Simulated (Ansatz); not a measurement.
One structure type, several compounds

Computed with DFT, PBE, all-electron LAPW, scalar-relativistic in Ansatz 0.2.0.

All compounds have space group Im-3m with 1 atom in the primitive cell. V0, B0 and B0′ come from third-order Birch–Murnaghan fits to pressures at five volumes, with shape and internal coordinates held; prototypes and MP cells needn't be known phases. Spin-polarised runs start from parallel moments; other orders may lie lower.

Where a row has no spin, whether a magnetic state lies lower isn't shown here.

Semilocal functionals without a Hubbard term describe localised f shells poorly; where the shell is localised, the real material differs.

No spin–orbit coupling, which matters for the heavy atoms here.

Hf: Hf 2a (0.000 0.000 0.000); COD 1522789, reported; 14×14×14 mesh, smearing 0.05 eV; no spin
Ti: Ti 2a (0.000 0.000 0.000); COD 9012924, measured; 14×14×14 mesh, smearing 0.05 eV; no spin
Ir: Ir 2a (0.000 0.000 0.000); bcc type, relaxed by us; 19×19×19 mesh, smearing 0.08 eV; no spin
Li: Li 2a (0.000 0.000 0.000); bcc type, relaxed by us; 14×14×14 mesh, smearing 0.03 eV; no spin
Te: Te 2a (0.000 0.000 0.000); bcc type, relaxed by us; 14×14×14 mesh, smearing 0.05 eV; no spin
Eu: Eu 2a (0.000 0.000 0.000); bcc type, relaxed by us; 14×14×14 mesh, smearing 0.05 eV; polarised, ending at 7.3 μB

```
compound  V0 (Å³/atom)  B0 (GPa)  B0′  cell moment (μB)
      Hf         22.29         ?  3.0                 –
      Ti             ?       106  3.3                 –
      Ir         15.05       306  5.1                 –
      Li             ?        14  3.3                 –
      Te         28.61        55  4.9                 –
      Eu         42.35        13  3.7               7.3
```

(1) Fill in "V0 (Å³/atom)" for the row "Li".

(2) Give the missing entry: row "Ti", column "V0 (Å³/atom)".

(3) Fill in "B0 (GPa)" for the row "Hf".

Results:

(1) 20.29.

(2) 17.26.

(3) 98.
